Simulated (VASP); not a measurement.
Hf3N4:

```
Hf N
1.0
    -3.35050    3.35050    3.35050
     3.35050   -3.35050    3.35050
     3.35050    3.35050   -3.35050
Hf N
6 8
Direct
  0.25000 0.62500 0.37500
  0.37500 0.25000 0.62500
  0.75000 0.87500 0.12500
  0.12500 0.75000 0.87500
  0.62500 0.37500 0.25000
  0.87500 0.12500 0.75000
  0.12600 0.12600 0.12600
  0.87400 0.50000 0.00000
  0.50000 0.00000 0.37400
  0.00000 0.87400 0.50000
  0.37400 0.50000 0.00000
  0.62600 0.62600 0.62600
  0.00000 0.37400 0.50000
  0.50000 0.00000 0.87400
```

```yaml
Program: VASP 6.6.1
Task: relaxation of cell and atoms
Functional: PBE
Potentials_or_basis: VASP PAW PBE potentials, release 64 (Hf_pv, N)
Cutoff: 520 eV
k_mesh: 6 × 6 × 6
Occupations: gaussian, width 0.1 eV
Spin: no spin polarisation
```

At the start: pressure 3.8 GPa; volume 10.75 Å³/atom.

How do energy, volume and symmetry change on relaxing?

Over 10 steps the energy falls by 3.9 meV/atom and the volume is 10.79 Å³/atom (+0.4 %); space group I-43d (No. 220, to 0.05 Å).

Step by step:
| step | energy change (eV) | largest force (eV/Å) | pressure (GPa) | volume (Å³) |
| --- | --- | --- | --- | --- |
| 1 | 0.0000 | 0.2667 | 3.78 | 150.45 |
| 2 | 0.0484 | 0.0578 | -6.78 | 156.04 |
| 3 | -0.0295 | 0.1368 | -0.43 | 152.54 |
| 4 | -0.0367 | 0.1167 | -0.36 | 152.29 |
| 5 | -0.0509 | 0.0525 | -0.07 | 151.51 |
| 6 | -0.0424 | 0.0914 | 0.80 | 149.98 |
| 7 | -0.0538 | 0.0093 | 0.17 | 151.02 |
| 8 | -0.0539 | 0.0064 | 0.19 | 150.98 |
| 9 | -0.0530 | 0.0208 | -0.74 | 151.44 |
| 10 | -0.0539 | 0.0007 | 0.00 | 151.08 |

Final structure:
```cif
data_structure
_symmetry_space_group_name_H-M 'P 1'
_symmetry_Int_Tables_number 1
_cell_length_a 5.8113
_cell_length_b 5.8113
_cell_length_c 5.8113
_cell_angle_alpha 109.471
_cell_angle_beta 109.471
_cell_angle_gamma 109.471
_cell_volume 151.08
loop_
_atom_site_label
_atom_site_type_symbol
_atom_site_fract_x
_atom_site_fract_y
_atom_site_fract_z
_atom_site_occupancy
Hf1 Hf 0.25000 0.62500 0.37500 1
Hf2 Hf 0.37500 0.25000 0.62500 1
Hf3 Hf 0.75000 0.87500 0.12500 1
Hf4 Hf 0.12500 0.75000 0.87500 1
Hf5 Hf 0.62500 0.37500 0.25000 1
Hf6 Hf 0.87500 0.12500 0.75000 1
N1 N 0.13366 0.13366 0.13366 1
N2 N 0.86634 0.50000 0.00000 1
N3 N 0.50000 0.00000 0.36634 1
N4 N 0.00000 0.86634 0.50000 1
N5 N 0.36634 0.50000 0.00000 1
N6 N 0.63366 0.63366 0.63366 1
N7 N 0.00000 0.36634 0.50000 1
N8 N 0.50000 0.00000 0.86634 1
```
